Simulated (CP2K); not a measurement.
The system is CuO.

```
CELL_PARAMETERS angstrom
3.17953 0.00000 0.00000
-1.58977 2.75356 0.00000
0.00000 0.00000 4.43149
ATOMIC_POSITIONS crystal
Cu 0.00000 0.00000 0.00000
Cu 0.00000 0.00000 0.50000
O 0.33333 0.66667 0.25000
O 0.66667 0.33333 0.75000
```

Measurements of this composition are mostly on another form, of space group No. 15.

Base run:

```yaml
Program: CP2K 2026.2
Functional: PBE
Potentials_or_basis: POTENTIAL_UZH Cu GTH-PBE-q11, O GTH-PBE-q6; ccGRB-D basis
Density_cutoff: 9524 eV
k_mesh: 10 × 10 × 6
Occupations: fermi-dirac, width 0.05 eV
Spin: no spin polarisation
```

Its results: band gap on the k mesh none (metal or under the smearing width); pressure 12.2 GPa.

Task: The run is repeated on the same cell with these changes: potentials or basis from POTENTIAL_UZH Cu GTH-PBE-q11, O GTH-PBE-q6; ccGRB-D basis to POTENTIAL_UZH Cu GTH-PBE-q11, O GTH-PBE-q6; DZVP-MOLOPT-PBE-GTH basis; basis sets from Cu ccGRB-D-q11, O ccGRB-D-q6 to Cu DZVP-MOLOPT-PBE-GTH-q11, O DZVP-MOLOPT-PBE-GTH-q6. What comes out?

Result: Band gap on the k mesh none (metal or under the smearing width); pressure 9.5 GPa.

Caveats: the basis of atomic orbitals isn't converged, which shifts pressures, moduli and gaps; the run has no spin polarisation, though such a crystal can be magnetic; semilocal functionals often make such compounds metallic where correlation or magnetic order opens a gap, which also shifts bond lengths.
